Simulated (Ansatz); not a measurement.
# Cu: substituted relatives

One table from this session's results is given with a row withheld; the runs are named, their logs left out.

Program: Ansatz 0.2.0. Level of theory: DFT PBE, scalar-relativistic, plane waves, PAW. These are calculated values, not measurements.

1 further run of the same task is left out (set aside as unsound or not needed).

**The system as given**

Symmetry: I4/mmm, No. 139, tetragonal system. Conventional cell: a = 2.951 Å, b = 2.951 Å, c = 2.759 Å, α = 90.00°, β = 90.00°, γ = 90.00°. Cu (site symmetry 4/mmm) is surrounded by 10 Cu at 2.50 to 2.76 Å.

Structure file:

```
Cu
1.0
    -1.47553    1.47553    1.37956
     1.47553   -1.47553    1.37956
     1.47553    1.47553   -1.37956
Cu
1
Direct
  0.00000 0.00000 0.00000
```

It goes back to an entry of the Materials Project, which need not be the stable form.

It is the result of an earlier relaxation at this level (volume 12.01 Å³/atom; gap on the mesh: none (metal)).

The first run:

Contents of input.yaml:

```yaml
crystal:
  lattice:
    - [-1.4755309227, 1.4755309227, 1.3795553961]
    - [1.4755309227, -1.4755309227, 1.3795553961]
    - [1.4755309227, 1.4755309227, -1.3795553961]
  atoms:
    - { symbol: Fe, position: [0.0, 0.0, 0.0], spin: 4.0 }
basis:
  ecutwfc: 420
kpoints:
  mp_grid: { grid: [8, 8, 8] }
hamiltonian:
  xc: pbe
scf:
  occupations: { method: gaussian, width: 0.1 }
  lower_state_search: "off"
output:
  forces: true
  stress: true
  eigenvalues: true
  populations: true
magnetization:
  spin_polarized: true
```

Run with:

```
ansatz run input.yaml --threads 1 --pin off --max-ram 1331MiB --backend cpu --events-out ev --progress --plain --runs-dir out
```

Among the steps run: A first look at the start (Fe); Relaxing cell and atoms (Fe); Quick check of gap, pressure and forces (Mg); A loose first relaxation (Mg); Full relaxation (Mg).

One table of the session follows, with a row left open; its other results are not shown here.

Lengths are those of the vectors of the cell that was run:

```
   swap  volume (Å³/atom)  a (Å)  b (Å)  c (Å)
   none             12.01  2.502  2.502  2.502
 Cu → K             73.30  4.571  4.571  4.571
Cu → Na             36.86  3.633  3.633  3.633
Cu → Fe             11.35  2.452  2.452  2.452
Cu → Mg                 ?      ?      ?      ?
```

Q: Estimate the row for Cu → Mg from the others.

As computed: volume (Å³/atom): 22.98; a (Å): 3.106; b (Å): 3.106; c (Å): 3.106. In the column «volume (Å³/atom)» it lies between none (12.01) and Cu → Na (36.86).

Lengths are those of the computed cell. Rows of earlier swaps come from the sessions before.
